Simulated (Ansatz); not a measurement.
NaCl built on the rocksalt prototype, relaxed with r2SCAN in the PAW code Ansatz: space group Fm-3m (No. 225), cubic; a = 5.605 Å in the conventional setting, 22.02 Å³ an atom. Na has 6 Cl at 2.80 Å; Cl has 6 Na at 2.80 Å. The cell was then strained (x, y and z are the cube axes), with the atoms relaxed again; stress is positive in compression. No spin polarisation and no zero-point or thermal motion.

- Uniaxial +2.0 % along x, other directions held: r2SCAN's stress changes by -1.04 GPa along the strain and -0.22 GPa across it.
- Isotropic -1.34 % on every length: the pressure changes by +1.23 GPa, and the HSE06 gap (Γ) goes from 6.559 to 6.736 eV.
- Epitaxial strain of +1.0 % in the (001) plane: the free normal strain is -0.32 % and the in-plane stress changes by -0.63 GPa.
- Uniaxial strain of -2.0 % along [111], atoms relaxed: the xy stress changes by +0.180 GPa.

Estimate C₁₁, C₁₂ and the bulk modulus from the uniaxial step.
With compression positive, C₁₁ ≈ −Δσ∥/ε = (+1.04)/(+0.0200) = 52 GPa and C₁₂ ≈ (+0.22)/(+0.0200) = 11 GPa; B = (C₁₁ + 2C₁₂)/3 = 25 GPa. A one-sided step carries third-order terms: it reads low by some per cent.

What bulk modulus does the isotropic step give?
Δ ln V = 3 ln(0.9866) = -0.0405, so B ≈ −ΔP/Δ ln V = 30 GPa, against 25 GPa from C₁₁ and C₁₂; one-sided steps of finite size carry third-order terms.

Give the volume deformation potential of that gap and its pressure coefficient.
a_V = ΔE_g/Δ ln V = (+0.177)/(-0.0405) = -4.37 eV; dE_g/dP = −a_V/B = +144 meV/GPa, with HSE06's gap and r2SCAN's modulus.

What do the film's normal strain and stress say about the elastic constants?
ε⊥/ε∥ = (-0.0032)/(+0.0100) = -0.32, which linear elasticity sets to −2C₁₂/C₁₁ = -0.42 from the uniaxial step. The biaxial modulus is M = −Δσ/ε∥ = 63 GPa (C₁₁ + C₁₂ − 2C₁₂²/C₁₁ = 58 GPa).

How much elastic energy does the film store, with 22.02 Å³ an atom?
u = M ε∥² = −Δσ ε∥ = +0.63 × (+0.0100) = 0.0063 GPa, and 1 GPa Å³ is 6.2415 meV: 0.87 meV an atom. The total energies of the two runs differ by 0.79 meV an atom.

Estimate C₄₄.
A strain ε along [111] has ε_xy = ε/3 = -0.00667, an engineering shear of 2ε/3, so C₄₄ ≈ −Δσ_xy/(2ε/3) = 13 GPa, atoms relaxed.

The meshes of the hybrids are coarse, so their gaps aren't converged to the digits shown.
